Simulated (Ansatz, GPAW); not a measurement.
Given: the input of a run of GPAW 26.7.0 (ASE script) on Pb. Atoms were shifted at random by some hundredths of an Å from the given cell, which wasn't relaxed again for these runs. This isn't the form of Pb at room conditions, which is fcc.

Contents of run.py:

```python
from ase import Atoms
from ase.dft.bandgap import bandgap
from ase.io import write
from ase.units import GPa
from gpaw import GPAW, PW, setup_paths

setup_paths.insert(0, '.')

atoms = Atoms(['Pb', 'Pb'],
              cell=[[3.0386068135, -1.75031996, 0.0],
                    [3.0386068135, 1.75031996, 0.0],
                    [-2.1154626375, 0.0, 6.0952248674]],
              scaled_positions=[[0.8992, 0.912609, 0.728888],
                                [0.093415, 0.082484, 0.271471]],
              pbc=True)

calc = GPAW(mode=PW(600),
            xc='PBEsol',
            kpts={'size': (9, 9, 5), 'gamma': True},
            occupations={'name': 'fermi-dirac', 'width': 0.05},
            nbands=24,
            convergence={'density': 1e-05, 'energy': 1e-05},
            maxiter=150,
            txt='gpaw.txt')
atoms.calc = calc
energy = atoms.get_potential_energy()
forces = atoms.get_forces()
stress = atoms.get_stress()
calc.write('gs.gpw')
write('result.traj', atoms)
print(f'Energy: {energy:.6f} eV')
print('Forces (eV/A):')
print(forces.round(4))
print('Stress (GPa):', (stress / GPa).round(3))
print('Fermi level:', round(calc.get_fermi_level(), 4), 'eV')
print(f'Gap: {bandgap(calc)[0]:.4f} eV, direct: {bandgap(calc, direct=True)[0]:.4f} eV')
```

Potentials or basis: PAW data sets generated in the run's folder for this functional, pw.

The run is started by

```sh
$ gpaw-setup -f PBEsol Pb
$ OMP_NUM_THREADS=1 python run.py
```

Translate it to Ansatz 0.2.0. Potentials or basis there: Ansatz PAW, cutoff 420 eV.

As run (cutoffs and basis follow the program's own potentials, and thresholds, step limits or extra output files can differ):

input.yaml

```yaml
crystal:
  lattice:
    - [3.0386068135, -1.75031996, 0.0]
    - [3.0386068135, 1.75031996, 0.0]
    - [-2.1154626375, 0.0, 6.0952248674]
  atoms:
    - { symbol: Pb, position: [0.8992, 0.912609, 0.728888] }
    - { symbol: Pb, position: [0.093415, 0.082484, 0.271471] }
hamiltonian:
  xc: pbesol
  pseudopotentials: { kind: paw }
kpoints:
  mp_grid: { grid: [9, 9, 5] }
scf:
  occupations: { method: fermi_dirac, width: 0.05 }
output:
  forces: true
  stress: true
  eigenvalues: true
  write_density: true
  write_potential: true
  elf: true
  volumetric_format: npy
```

Potentials or basis: Ansatz PAW.

Command:

```sh
$ ansatz run input.yaml --threads 1 --pin off --max-ram 3584MiB --backend cpu --events-out ev --progress --plain --runs-dir out
```

Both were run:

|  | GPAW | Ansatz |
| --- | --- | --- |
| Pressure | -2.1 GPa | -1.9 GPa |
| Largest force | 0.201 eV/Å | 0.195 eV/Å |
| Energy over the undisturbed cell | 2.7 meV/atom | 2.6 meV/atom |

Ansatz's pressure holds a Pulay term of +0.02 GPa for its cutoff of 420 eV, which the other run lacks.

Ansatz's potentials were made for PBE.

Where Ansatz's input types no cutoff or centring, it takes its own default and a Γ-centred mesh.

Pressure is positive in compression.
